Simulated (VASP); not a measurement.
BN (strained wurtzite): one r²SCAN single-point calculation in two programs

```
B N
1.0
     2.64571    0.00000    0.00000
    -1.32285    2.29125    0.00000
     0.00000    0.00000    4.37613
B N
2 2
Direct
  0.33333 0.66667 0.99966
  0.66667 0.33333 0.49966
  0.33333 0.66667 0.37534
  0.66667 0.33333 0.87534
```

Datasets and cutoffs are each program's own. VASP's cell holds 16 valence electrons and Ansatz's 16. Ansatz's stress includes a Pulay correction; VASP's doesn't.

Cutoffs: 520 eV in VASP, 500 eV in Ansatz. k meshes: 12×12×6 and 12×12×6.

```
                                VASP     Ansatz
gap between bands v and c    5.91 eV    5.94 eV
         least direct gap    8.34 eV    8.35 eV
                 pressure  -36.4 GPa  -37.1 GPa
```

Band v is the last that the valence electrons fill when counted band by band, and c is the next. Levels in eV from the top of v, Ansatz:

```csv
point,v−1,v,c,c+1
Γ,0.00,0.00,8.45,8.63
M,-3.91,-1.96,6.86,8.25
K,-4.98,-4.97,5.94,12.92
A,-1.07,-1.07,9.09,9.09
L,-3.30,-3.30,6.73,6.73
H,-2.76,-2.76,9.08,9.08
```

VASP:

```json
{"point": "Γ", "v−1": "0.00", "v": "0.00", "c": "8.45", "c+1": "8.60"}
{"point": "M", "v−1": "-3.92", "v": "-1.96", "c": "6.85", "c+1": "8.23"}
{"point": "K", "v−1": "-4.99", "v": "-4.98", "c": "5.91", "c+1": "12.92"}
{"point": "A", "v−1": "-1.07", "v": "-1.07", "c": "9.09", "c+1": "9.09"}
{"point": "L", "v−1": "-3.30", "v": "-3.30", "c": "6.73", "c+1": "6.73"}
{"point": "H", "v−1": "-2.77", "v": "-2.77", "c": "9.08", "c+1": "9.08"}
```
